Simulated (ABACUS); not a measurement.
# MgO (Fm-3m) in ABACUS: a series of runs, part 2 of 2

ABACUS 3.10.1. Earlier steps stand in the parts before.

### Step 3. Relaxation of cell and atoms, PBEsol

INPUT

```
INPUT_PARAMETERS
suffix              MgO
calculation         cell-relax
basis_type          lcao
pseudo_dir          ./
orbital_dir         ./
symmetry            1
dft_functional      pbesol
ecutwfc             100
pseudo_rcut         10
nspin               1
nbands              12
ks_solver           genelpa
smearing_method     fd
smearing_sigma      0.00367493
scf_thr             1e-07
scf_nmax            100
mixing_type         broyden
mixing_beta         0.7
cal_force           1
cal_stress          1
out_mul             1
relax_nmax          60
force_thr_ev        0.01
relax_method        cg
out_stru            1
stress_thr          1
```

STRU

```
ATOMIC_SPECIES
Mg 24.3050 Mg.upf
O 15.9990 O.upf

NUMERICAL_ORBITAL
Mg_confined-atom_8au_3s2p1d.orb
O_confined-atom_6au_2s2p1d.orb

LATTICE_CONSTANT
5.6041865537

LATTICE_VECTORS
0.0000000000 0.7071067812 0.7071067812
0.7071067812 0.0000000000 0.7071067812
0.7071067812 0.7071067812 0.0000000000

ATOMIC_POSITIONS
Cartesian

Mg
0.0
1
0.0000000000 0.0000000000 0.0000000000 1 1 1

O
0.0
1
0.7071067812 0.7071067812 0.7071067812 1 1 1
```

KPT

```
K_POINTS
0
Gamma
10 10 10 0 0 0
```

Potentials or basis: Ansatz NC PBE, DZP LCAO (the cutoffs set its grid).

Started as:

```bash
$ OMP_NUM_THREADS=1 mpirun -np 4 abacus > log
```

running log:

```text
[... set-up lines left out ...]
 LCAO ALGORITHM --------------- ION=   1  ELEC=   1--------------------------------

 Density error is 0.105192911362
----------------------------------------------------------
     Energy           Rydberg                 eV
----------------------------------------------------------
 E_KohnSham     -152.5850193966      -2076.0256932345
 E_Harris       -151.8860279248      -2066.5154263643
 E_Fermi        0.7633247814         10.3855664516
----------------------------------------------------------

 LCAO ALGORITHM --------------- ION=   1  ELEC=   2--------------------------------

 Density error is 0.0678442830489
----------------------------------------------------------
     Energy           Rydberg                 eV
----------------------------------------------------------
 E_KohnSham     -152.6917014926      -2077.4771776144
 E_Harris       -153.9959746324      -2095.2227240640
 E_Fermi        0.8999846879         12.2449198681
----------------------------------------------------------
[... 104 lines left out ...]
----------------------------------------------------------------
 TOTAL-STRESS (KBAR)
----------------------------------------------------------------
        37.8510589257        -0.0000000000        -0.0000000000
        -0.0000000000        37.8510589257        -0.0000000000
        -0.0000000000         0.0000000000        37.8510589257
----------------------------------------------------------------
 TOTAL-PRESSURE: 37.851059 KBAR

 Largest gradient in force is 0.000000 eV/A.
 Threshold is 0.010000 eV/A.

 Largest gradient in stress is 37.851059 kbar.
 Threshold is 1.000000 kbar.

 Relaxation is not converged yet!
CARTESIAN COORDINATES ( UNIT =       5.604186553700 Bohr ).
    atom                   x                   y                   z     mag                  vx                  vy                  vz
tauc_Mg1            0.0000000000        0.0000000000        0.0000000000  0.0000        0.0000000000        0.0000000000        0.0000000000
tauc_O1            0.7148090473        0.7148090473        0.7148090473  0.0000        0.0000000000        0.0000000000        0.0000000000

                          Volume (Bohr^3) = 128.569475
                             Volume (A^3) = 19.052008

 Lattice vectors: (Cartesian coordinate: in unit of a_0)
            +0.000000           +0.714809           +0.714809
            +0.714809           -0.000000           +0.714809
            +0.714809           +0.714809           +0.000000
 Reciprocal vectors: (Cartesian coordinate: in unit of 2 pi/a_0)
            -0.699488           +0.699488           +0.699488
            +0.699488           -0.699488           +0.699488
            +0.699488           +0.699488           -0.699488

 -------------------------------------------
 STEP OF RELAXATION : 2
 -------------------------------------------

[... set-up of the moved cell ...]

 LCAO ALGORITHM --------------- ION=   2  ELEC=   1--------------------------------

 Density error is 0.000710074634
----------------------------------------------------------
     Energy           Rydberg                 eV
----------------------------------------------------------
 E_KohnSham     -152.7207230733      -2077.8720364764
 E_Harris       -152.7393635034      -2078.1256525389
 E_Fermi        0.7310883882         9.9469678210
----------------------------------------------------------

[... 4 further cycles ...]
 LCAO ALGORITHM --------------- ION=   2  ELEC=   6--------------------------------

 Density error is 0.000000038489
----------------------------------------------------------
     Energy           Rydberg                 eV
----------------------------------------------------------
 E_KohnSham     -152.7207235364      -2077.8720427780
 E_KS(sigma->0) -152.7207235364      -2077.8720427780
 E_Harris       -152.7207232298      -2077.8720386057
 E_band         -21.8268996141       -296.9702044254
 E_one_elec     -75.3467154684       -1025.1446559544
 E_Hartree      41.8537655276        569.4496939315
 E_xc           -25.0785424507       -341.2110748642
 E_Ewald        -94.1492311450       -1280.9660058909
 E_entropy(-TS) 0.0000000000         0.0000000000
 E_descf        0.0000000000         0.0000000000
 E_exx          0.0000000000         0.0000000000
 E_Fermi        0.7307137937         9.9418712009
----------------------------------------------------------
[... 18 lines left out ...]
----------------------------------------------------------------
 TOTAL-STRESS (KBAR)
----------------------------------------------------------------
       -14.1954100632         0.0000000000        -0.0000000000
         0.0000000000       -14.1954100632         0.0000000000
         0.0000000000         0.0000000000       -14.1954100632
----------------------------------------------------------------
 TOTAL-PRESSURE: -14.195410 KBAR

 Largest gradient in force is 0.000000 eV/A.
 Threshold is 0.010000 eV/A.

 Largest gradient in stress is 14.195410 kbar.
 Threshold is 1.000000 kbar.

 Relaxation is not converged yet!
CARTESIAN COORDINATES ( UNIT =       5.604186553700 Bohr ).
    atom                   x                   y                   z     mag                  vx                  vy                  vz
tauc_Mg1            0.0000000000        0.0000000000        0.0000000000  0.0000        0.0000000000        0.0000000000        0.0000000000
tauc_O1            0.7124979120        0.7124979120        0.7124979120  0.0000        0.0000000000        0.0000000000        0.0000000000

                          Volume (Bohr^3) = 127.326422
                             Volume (A^3) = 18.867807

 Lattice vectors: (Cartesian coordinate: in unit of a_0)
            +0.000000           +0.712498           +0.712498
            +0.712498           -0.000000           +0.712498
            +0.712498           +0.712498           +0.000000
 Reciprocal vectors: (Cartesian coordinate: in unit of 2 pi/a_0)
            -0.701756           +0.701756           +0.701756
            +0.701756           -0.701756           +0.701756
            +0.701756           +0.701756           -0.701756

 -------------------------------------------
 STEP OF RELAXATION : 3
 -------------------------------------------

[... set-up of the moved cell ...]

 LCAO ALGORITHM --------------- ION=   3  ELEC=   1--------------------------------

 Density error is 0.000923827833
----------------------------------------------------------
     Energy           Rydberg                 eV
----------------------------------------------------------
 E_KohnSham     -152.7207899768      -2077.8729467453
 E_Harris       -152.6966663478      -2077.5447279354
 E_Fermi        0.7400925043         10.0694751049
----------------------------------------------------------

[... 4 further cycles ...]
 LCAO ALGORITHM --------------- ION=   3  ELEC=   6--------------------------------

 Density error is 0.000000045497
----------------------------------------------------------
     Energy           Rydberg                 eV
----------------------------------------------------------
 E_KohnSham     -152.7207907152      -2077.8729567918
 E_KS(sigma->0) -152.7207907152      -2077.8729567918
 E_Harris       -152.7207910087      -2077.8729607849
 E_band         -21.6811847856       -294.9876524746
 E_one_elec     -74.8746398093       -1018.7217371044
 E_Hartree      41.6975698641        567.3245429047
 E_xc           -25.0890969925       -341.3546767731
 E_Ewald        -94.4546237774       -1285.1210858190
 E_entropy(-TS) 0.0000000000         0.0000000000
 E_descf        0.0000000000         0.0000000000
 E_exx          0.0000000000         0.0000000000
 E_Fermi        0.7405801774         10.0761102381
----------------------------------------------------------
[... 102 lines left out ...]
----------------------------------------------------------------
 TOTAL-STRESS (KBAR)
----------------------------------------------------------------
         0.6748173424         0.0000000000         0.0000000000
         0.0000000000         0.6748173424        -0.0000000000
         0.0000000000        -0.0000000000         0.6748173424
----------------------------------------------------------------
 TOTAL-PRESSURE: 0.674817 KBAR

 Largest gradient in force is 0.000000 eV/A.
 Threshold is 0.010000 eV/A.

 Largest gradient in stress is 0.674817 kbar.
 Threshold is 1.000000 kbar.

 Relaxation is converged!

 --------------------------------------------
 !FINAL_ETOT_IS -2077.8729567918408065 eV
 --------------------------------------------
```

It took 13 s on 4 MPI ranks of Intel Xeon Platinum 8488C (Sapphire Rapids), shared host; peak memory 0.36 GiB.

What came out:

```
Free energy                            : -2077.8730 eV
Relaxed volume                         : 9.43 Å³/atom
Relaxed cell                           : a = 2.988 Å, b = 2.988 Å, c = 2.988 Å, α = 60.00°, β = 60.00°, γ = 60.00°
Space group after relaxing (to 0.05 Å) : Fm-3m (No. 225)
Energy gained by relaxing              : 2.5 meV/atom
Ionic steps                            : 3
Pressure after relaxing                : 0.1 GPa
Mulliken charges                       : Mg +1.07; O -1.07 e
```

The path:
```tsv
step	energy change (eV)	largest force (eV/Å)	pressure (GPa)	volume (Å³)
1	0.0000	0.0000	3.79	18.44
2	-0.0040	0.0000	-1.42	19.05
3	-0.0049	0.0000	0.07	18.87
```

Final structure:
```xyz
2
Lattice="0.0000 2.1130 2.1130 2.1130 0.0000 2.1130 2.1130 2.1130 0.0000" Properties=species:S:1:pos:R:3 pbc="T T T"
Mg    0.0000    0.0000    0.0000
O     2.1130    2.1130    2.1130
```

Caveat: the atomic orbitals were generated for these runs and aren't a published set; Mulliken charges move with the basis; the potentials were made for another functional, which shifts forces and pressure; the basis of atomic orbitals isn't converged, which shifts pressures, moduli and gaps.

### Step 4. Single point, revTPSS

INPUT

```
INPUT_PARAMETERS
suffix              MgO
calculation         scf
basis_type          pw
pseudo_dir          ./
symmetry            1
dft_functional      MGGA_X_REVTPSS+MGGA_C_REVTPSS
ecutwfc             97
pseudo_rcut         10
nspin               1
nbands              18
ks_solver           dav
smearing_method     fd
smearing_sigma      0.00367493
scf_thr             1e-08
scf_nmax            100
mixing_type         broyden
mixing_beta         0.7
cal_force           1
cal_stress          1
mixing_tau          1
out_chg             1
kpar                4
```

STRU

```
ATOMIC_SPECIES
Mg 24.3050 Mg_ONCV_PBE-1.2.upf
O 15.9990 O_ONCV_PBE-1.2.upf

LATTICE_CONSTANT
1.8897261246

LATTICE_VECTORS
0.0000000000 2.0970013927 2.0970013927
2.0970013927 0.0000000000 2.0970013927
2.0970013927 2.0970013927 0.0000000000

ATOMIC_POSITIONS
Direct

Mg
0.0
1
0.0000000000 0.0000000000 0.0000000000 1 1 1

O
0.0
1
0.5000000000 0.5000000000 0.5000000000 1 1 1
```

KPT

```
K_POINTS
0
Gamma
7 7 7 0 0 0
```

Potentials or basis: SG15 ONCV 1.2 PBE, plane waves.

Started as:

```bash
$ OMP_NUM_THREADS=1 mpirun -np 4 abacus > log
```

running log:

```text
ABACUS v3.10.1

               Atomic-orbital Based Ab-initio Computation at UStc

 ------------------------------------------------------------------------------------

 READING GENERAL INFORMATION
                           global_out_dir = OUT.MgO/
                           global_in_card = INPUT
                               pseudo_dir = ./
[... 8 lines left out ...]

 READING ATOM TYPE 1
                               atom label = Mg
                      L=0, number of zeta = 1
                      L=1, number of zeta = 1
                      L=2, number of zeta = 1
             number of atom for this type = 1

 READING ATOM TYPE 2
                               atom label = O
                      L=0, number of zeta = 1
                      L=1, number of zeta = 1
                      L=2, number of zeta = 1
             number of atom for this type = 1

                        TOTAL ATOM NUMBER = 2
DIRECT COORDINATES
    atom                   x                   y                   z     mag                  vx                  vy                  vz
taud_Mg1            0.0000000000        0.0000000000        0.0000000000  0.0000        0.0000000000        0.0000000000        0.0000000000
taud_O1            0.5000000000        0.5000000000        0.5000000000  0.0000        0.0000000000        0.0000000000        0.0000000000

                          Volume (Bohr^3) = 124.458
                             Volume (A^3) = 18.4427

[... 283 lines left out ...]
 E_KS(sigma->0) -140.6934107955      -1914.2320578730
 E_Harris       -140.6933057482      -1914.2306286311
 E_band         -20.9094136234       -284.4871671175
 E_one_elec     -55.8189535605       -759.4558248206
 E_Hartree      31.3628882893        426.7139864721
 E_xc           -21.0625798332       -286.5711003114
 E_Ewald        -95.1747656910       -1294.9191192131
 E_entropy(-TS) 0.0000000000         0.0000000000
 E_descf        0.0000000000         0.0000000000
 E_exx          0.0000000000         0.0000000000
 E_Fermi        0.8750637638         11.9058533009
----------------------------------------------------------

 charge density convergence is achieved
 final etot is -1914.2320579 eV
 EFERMI = 11.905853301 eV

 STATE ENERGY(eV) AND OCCUPATIONS    NSPIN == 1
 1/5 kpoint (Cartesian) = 0.0000 0.0000 0.0000 (1989 pws)
       1       -63.7597     0.00583090
       2       -30.3623     0.00583090
       3       -30.3623     0.00583090
       4       -30.3623     0.00583090
       5       -8.98315     0.00583090
       6        8.82817     0.00583090
[... 79 lines left out ...]
       6        7.54801      0.0349854
[... 10 lines left out ...]
      17        35.2222        0.00000
      18        36.8689        0.00000

------------------------------------------------------------------------------------------
 TOTAL-FORCE (eV/Angstrom)
------------------------------------------------------------------------------------------
                       Mg1         0.0000000000         0.0000000000         0.0000000000
                        O1         0.0000000000         0.0000000000         0.0000000000
------------------------------------------------------------------------------------------

----------------------------------------------------------------
 TOTAL-STRESS (KBAR)
----------------------------------------------------------------
        58.2215327319         0.0000000000         0.0000000000
         0.0000000000        58.2215327319        -0.0000000000
         0.0000000000        -0.0000000000        58.2215327319
----------------------------------------------------------------
 TOTAL-PRESSURE: 58.221533 KBAR

 --------------------------------------------
 !FINAL_ETOT_IS -1914.2320578730098077 eV
 --------------------------------------------
```

It took 7.8 s on 4 MPI ranks of Intel Xeon 6975P-C (Granite Rapids), shared host; peak memory 0.28 GiB.

Results:

- Free energy: -1914.2321 eV
- Pressure: 5.8 GPa
- Band gap on the k mesh: 5.14 eV, direct

Caveat: the potentials were made for another functional, which shifts forces and pressure.

### Step 5. Overview

```csv
task,level,potentials or basis,cell,k mesh,cutoff (eV),SCF threshold on the density,eigensolver,max steps of the relaxation,force threshold,optimiser,gap on the mesh (eV),pressure (GPa)
single point,PBEsol,"Ansatz NC PBE, DZP LCAO (the cutoffs set its grid)",as given,10 × 10 × 10,1361,1e-07,genelpa,-,-,-,4.70,3.8
relaxation of cell and atoms,PBEsol,"Ansatz NC PBE, DZP LCAO (the cutoffs set its grid)",relaxed,10 × 10 × 10,1361,1e-07,genelpa,60,0.01 eV/Å,cg,-,0.1
single point,revTPSS,"SG15 ONCV 1.2 PBE, plane waves",as given,7 × 7 × 7,1320,1e-08,dav,-,-,-,5.14,5.8
```

Alike in all rows: no spin polarisation; smearing fermi-dirac 0.05 eV.

Caveats: the potentials were made for another functional, which shifts forces and pressure; the atomic orbitals were generated for these runs and aren't a published set (some runs); the basis of atomic orbitals isn't converged, which shifts pressures, moduli and gaps (some runs).

Total energies depend on the potentials used, so only differences within one code and one set of settings carry meaning.

### Step 6. Against experiment

Step 2. Measured gap of MgO: 7.83 eV (quoted in “Electronic structure of alkaline earth and post-transition metal oxides”, 2009, arxiv:0908.1581). This calculation gives 4.70 eV (-3.13 eV). The value is that of PBEsol in an atomic basis (Ansatz NC PBE, DZP LCAO (the cutoffs set its grid)), whose error adds to the functional's,, without temperature or zero-point motion. Semilocal functionals fall short of measured gaps as a rule. The cell is a database's relaxed one, not the measured one, which moves gaps too.

Step 4. A measured gap of MgO is 7.83 eV (quoted in “Electronic structure of alkaline earth and post-transition metal oxides”, 2009, arxiv:0908.1581); the calculated 5.14 eV misses it by -2.69 eV. The value is that of revTPSS, without temperature or zero-point motion. The cell is a database's relaxed one, not the measured one, which moves gaps too.
